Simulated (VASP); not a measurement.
Li: relaxation of cell and atoms with PBE+D3(BJ)

Crystal: Li.

```xyz
1
Lattice="-1.6627 1.6627 1.6627 1.6627 -1.6627 1.6627 1.6627 1.6627 -1.6627" Properties=species:S:1:pos:R:3 pbc="T T T"
Li    0.0000    0.0000    0.0000
```

```yaml
Program: VASP 6.6.1
Task: relaxation of cell and atoms
Functional: PBE
Dispersion: D3(BJ)
Potentials_or_basis: VASP PAW PBE potentials, release 64 (Li_sv)
Cutoff: 600 eV
k_mesh: 18 × 18 × 18
Occupations: gaussian, width 0.1 eV
Spin: no spin polarisation
Dipole_correction: no
Further_INCAR_settings: ALGO = Normal; EDIFF = 1e-06; IBRION = 2; EDIFFG = -0.005; NSW = 100; ISIF = 3
```

```yaml
Relaxed_volume: 18.20 Å³/atom
Relaxed_cell: a = 2.870 Å, b = 2.870 Å, c = 2.870 Å, α = 109.47°, β = 109.47°, γ = 109.47°
Space_group_after_relaxing_to_0.05_Å: Im-3m (No. 229)
Energy_gained_by_relaxing: 0.1 meV/atom
Ionic_steps: 3
Pressure_after_relaxing: 0.0 GPa
Band_gap_on_the_k_mesh: none (metal or under the smearing width)
Dispersion_energy_per_atom: -0.188 eV
```

Step by step:
```tsv
step	energy change (eV)	largest force (eV/Å)	pressure (GPa)	volume (Å³)
1	0.0000	0.0000	-0.18	18.39
2	-0.0001	0.0000	-0.13	18.33
3	-0.0001	0.0000	-0.03	18.20
```

Final structure:
```
CELL_PARAMETERS angstrom
-1.65698 1.65698 1.65698
1.65698 -1.65698 1.65698
1.65698 1.65698 -1.65698
ATOMIC_POSITIONS crystal
Li 0.00000 0.00000 0.00000
```

Levels at points of the mesh, in eV from the Fermi level:
```tsv
k point	band 1	band 2	band 3	band 4	band 5
(0.00, 0.00, 0.00)	-46.35	-3.71	15.77	15.77	15.77
(0.50, 0.00, 0.00)	-46.32	0.21	3.63	11.16	12.72
(0.50, 0.50, 0.50)	-46.30	5.92	5.92	5.92	8.26
```

Wall time 15 s on 1 thread of Intel(R) Xeon(R) 6975P-C (Granite Rapids), on a shared host, peak memory 0.15 GiB.

Caveat: the cutoff is under 1.25 times the usual one of these potentials, so pressure, stress and relaxed cells hold a basis-set (Pulay) error; pairwise dispersion overbinds metals, which lowers pressure and volume.
